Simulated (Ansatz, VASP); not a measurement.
## Two plane-wave programs on GePt

```xyz
2
Lattice="3.1906 0.0000 0.0000 0.0000 3.1906 0.0000 0.0000 0.0000 3.1906" Properties=species:S:1:pos:R:3 pbc="T T T"
Ge    1.5953    1.5953    1.5953
Pt    0.0000    0.0000    0.0000
```

Change from the starting cell: species swapped into the TbRh type (Pm-3m, No. 221).

Alike in both runs: functional PBE; k mesh 18 × 18 × 18; occupations gaussian, width 0.1 eV; no spin polarisation.

Ansatz relaxed the structure, and its values are those at the end. VASP's run is a single point on that final structure, the one shown.

|  | VASP | Ansatz |
| --- | --- | --- |
| version | VASP 6.6.1 | Ansatz 0.2.0 |
| potentials or method | VASP PAW PBE potentials, release 64 (Ge_d, Pt) | scalar-relativistic, plane waves, PAW |
| plane-wave cutoff (eV) | 520 | 420 |
| valence electrons in the cell | 24 | 32 |

|  | VASP | Ansatz | Ansatz less VASP |
| --- | --- | --- | --- |
| gap on the k mesh at the Fermi level (eV) | none | none | - |
| pressure (GPa) | 0.0 | 0.0 | +0.02 |

A gap of «none» marks a metal or a gap that the smearing closes. The two sets of potentials don't hold the same shells in valence.

Spin-orbit coupling is left out, which matters for the levels of Pt.
